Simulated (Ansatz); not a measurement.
Levels of theory for ZnO (wurtzite)

What experiment reports for this phase, and the runs try to reproduce:
- lattice constant a: 3.24945 ± 1e-05 Å (a, Rietveld; 298 K; time-of-flight neutron powder diffraction; powder; “Local structures of polar wurtzites Zn1-xMgxO studied by Raman and 67Zn/25Mg NMR spectroscopies and by total neutron scattering”, 2008, arxiv:0808.0492)
- lattice constant c: 5.20574 ± 3e-05 Å (c, Rietveld; 298 K; time-of-flight neutron powder diffraction; powder; “Local structures of polar wurtzites Zn1-xMgxO studied by Raman and 67Zn/25Mg NMR spectroscopies and by total neutron scattering”, 2008, arxiv:0808.0492)
- band gap: about 3.38 eV (experimental band gap quoted from earlier work; literature gap quoted in the computational methods as the target for the +U parameters; temperature not stated; quoted in “Effect of Strain and Surface Proximity on the Acceptor Grouping in ZnO”, 2023, pmc:10652265)
- band gap: 3.4 eV (fundamental direct gap at Gamma, experimental literature value; quoted from earlier experiment; Rounded literature value quoted in passing for comparison with theory; sample, method and temperature not stated; quoted in “Band structure of ZnO from resonant x-ray emission spectroscopy”, 2008, arxiv:0805.4641)

The calculated numbers come from Ansatz. Calculated for a static, non-magnetic cell.

The cell is ZnO built on the wurtzite prototype; cell and atoms were relaxed with r2SCAN. Space group P6_3mc (No. 186), hexagonal; conventional cell a = 3.235 Å, c = 5.211 Å, 11.81 Å³ an atom. Zn has 4 O at 1.97–1.98 Å; O has 4 Zn at 1.97–1.98 Å.

Gaps on the r2SCAN cell, each the least over its mesh and the special points:

| level | k mesh | gap (eV) | kind | edges | least direct gap (eV) | rough cost |
| --- | --- | --- | --- | --- | --- | --- |
| PBE | 12×12×6 | 0.81 | direct | Γ | 0.81 | 26 core-seconds |
| r2SCAN | 12×12×6 | 1.24 | direct | Γ | 1.24 | 40 core-seconds |
| HSE06 | 6×6×4 | 2.53 | direct | Γ | 2.53 | 4 core-minutes |
| PBE0 | 6×6×4 | 3.22 | direct | Γ | 3.22 | 4 core-minutes |

PBE: smearing of 0.02 eV; the others have fixed occupations.
Wave cutoffs: 420 eV, 500 eV (r2SCAN).
Costs come from shared machines and give only the order; PBE's includes the band path. The runs had 2 threads of Arm Neoverse N1, on a shared host.

The HSE06 gap is direct at Γ: 2.53 eV. With r2SCAN, at Γ the top three valence levels group as 2+1 from the top, spread over 96 meV.

r2SCAN covers 25 % of the step from PBE to HSE06, while HSE06 needs about 5 times r2SCAN's cost (on a coarser mesh). Among these functionals the gap stays direct.

r2SCAN (ground state on 9×9×4): ε∞: 4.35 along x and y, 4.41 along z. Born charges, averaged over directions: Zn +2.11, O -2.11 e.

Comparison with experiment:
- Lattice constant a, measured 3.2494 Å: PBE 3.279 (+0.9 %), r2SCAN 3.235 (-0.4 %).
- Lattice constant c, measured 5.2057 Å: PBE 5.294 (+1.7 %), r2SCAN 5.211 (+0.1 %).
- Gap, measured 3.38 eV, the middle of 5 reports from 3.37 to 3.4 eV: PBE 0.81 (-2.57), r2SCAN 1.24 (-2.14), HSE06 2.53 (-0.85), PBE0 3.22 (-0.16) eV.
The calculated lattice is static; the measured one holds thermal expansion and zero-point motion. Measured gaps include zero-point and thermal shifts, optical ones also the exciton binding, and spin-orbit coupling, which these levels lack. Reports marked as nanostructured, strained, doped, implanted or mixed samples, and transport gaps, were set aside.

The meshes of the hybrids are coarse, so their gaps aren't converged to the digits shown.

The splittings at Γ are without spin-orbit coupling, which regroups them where it is of like size or larger.
